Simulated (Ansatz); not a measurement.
Cs2AgBiBr6:

```
Bi Cs Ag Br
1.0
     0.00000    5.61610    5.61610
     5.61610    0.00000    5.61610
     5.61610    5.61610    0.00000
Bi Cs Ag Br
1 2 1 6
Direct
  0.00000 0.00000 0.00000
  0.75000 0.75000 0.75000
  0.25000 0.25000 0.25000
  0.50000 0.50000 0.50000
  0.74945 0.74945 0.25055
  0.25055 0.25055 0.74945
  0.74945 0.25055 0.25055
  0.74945 0.25055 0.74945
  0.25055 0.74945 0.74945
  0.25055 0.74945 0.25055
```

Base run:

```yaml
Program: Ansatz 0.2.0
Functional: LDA
Potentials_or_basis: Ansatz PAW
Cutoff: "420 eV (not typed: the program's choice for these potentials)"
k_mesh: 4 × 4 × 4
Occupations: fermi-dirac, width 0.05 eV
Spin: no spin polarisation
Hubbard_terms: Ag d U = 8 eV
```

Its results: band gap on the k mesh 1.55 eV, indirect (least direct gap 2.52 eV); pressure -1.2 GPa; largest force 0.153 eV/Å.

After a change of settings the same cell gave: band gap on the k mesh 1.27 eV, indirect (least direct gap 2.46 eV); pressure -1.4 GPa; largest force 0.272 eV/Å. Which change was it?
A. hubbard terms from Ag d U = 8 eV to Ag d U = 5 eV
B. hubbard terms from Ag d U = 8 eV to none; hubbard projectors from ortho-atomic (the default) to none
C. hubbard terms from Ag d U = 8 eV to Ag d U = 2 eV

C.

Caveats: spin-orbit coupling is left out, which as a rule narrows the gap of such compounds by several tenths of an eV; the PAW data sets come from PBE, with cores solved anew for the run's functional, which leaves a small shift of forces and pressure.
